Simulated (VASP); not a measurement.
## FeO (Wuestite) under changes of volume

One of the cells (10.268 Å³/atom); the others are scaled copies at fixed shape and fractional positions:

```
CELL_PARAMETERS angstrom
1.52888 0.88270 2.53626
-1.52888 0.88270 2.53626
0.00000 -1.76540 2.53626
ATOMIC_POSITIONS crystal
Fe 0.00000 0.00000 0.00000
O 0.50000 0.50000 0.50000
```

| Property | Result |
| --- | --- |
| Program | VASP 6.6.1 |
| Functional | PBE |
| Potentials or basis | VASP PAW PBE potentials, release 64 (Fe, O) |
| Cutoff | 520 eV |
| k mesh | 11 × 11 × 11 |
| Occupations | fermi-dirac, width 0.05 eV |
| Spin | collinear spin, ferromagnetic start |
| Starting moments | [3.0, 0.0] μB |

```tsv
volume (Å³/atom)	energy over the lowest point (meV/atom)	pressure (GPa)
9.463	18.32	11.9
9.664	?	?
9.866	0.00	2.8
10.268	2.33	-4.5
10.470	9.88	-7.6
10.671	21.10	-10.4
```

Task: What does the run at 9.664 Å³/atom give?

Result: Energy over the lowest point 6.28 meV/atom; pressure 7.1 GPa.

Worked out: A Birch-Murnaghan fit of order 3 (a polynomial in V^(-2/3)) to the other rows has its minimum at 10.01 Å³/atom with B0 = V·E''(V) = 187 GPa and B' = 4.6 at fixed shape and positions, which overstates the stiffness. It gives 6.30 meV/atom at 9.664 Å³/atom, against the run's 6.28, and -dE/dV = 7.2 GPa, against 7.1.

Energies are extrapolated to zero smearing.

Caveats: a cell with one magnetic atom can't hold antiferromagnetic order, which such compounds often take.
